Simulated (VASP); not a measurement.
A run of VASP 6.6.1:

The input INCAR:

```
SYSTEM = MoS2
  ALGO = Normal
  EDIFF = 1E-6
  ENCUT = 520
  ISIF = 2
  ISMEAR = -1
  LASPH = .True.
  LCHARG = .False.
  LREAL = .False.
  LWAVE = .False.
  NBANDS = 35
  NELM = 100
  PREC = Accurate
  SIGMA = 0.02
```

The input KPOINTS:

```
k-points
0
Gamma
  4 4 1
  0 0 0
```

Contents of POSCAR:

```
MoS2
1.0
    3.1178336020      0.0000000000      0.0000000000
   -1.5589168010      2.7001231041      0.0000000000
    0.0000000000      0.0000000000     21.2165934146
Mo S
2 4
Direct
    0.6666666667      0.3333333333      0.1421819077
    0.3333333333      0.6666666667      0.8578180923
    0.3333333333      0.6666666667      0.2152291467
    0.6666666667      0.3333333333      0.9310587506
    0.3333333333      0.6666666667      0.0689412494
    0.6666666667      0.3333333333      0.7847708533
```

Potentials or basis: VASP PAW LDA potentials, release 64 (Mo_sv, S).

The run is started by

```console
$ cat potpaw_LDA.64/Mo_sv/POTCAR potpaw_LDA.64/S/POTCAR > POTCAR
$ mpirun -np 1 vasp_std > vasp.out
```

Hardware: 1 thread of Intel(R) Xeon(R) Platinum 8259CL CPU @ 2.50GHz (Skylake/Cascade Lake), with other jobs on the host.

Task: How long does it take, and how much memory?

Result: Run time: 34 s on 1 thread of Intel(R) Xeon(R) Platinum 8259CL CPU @ 2.50GHz (Skylake/Cascade Lake), with other jobs on the host, peak memory 0.23 GiB. Counts: scf iterations 21, k points 4.
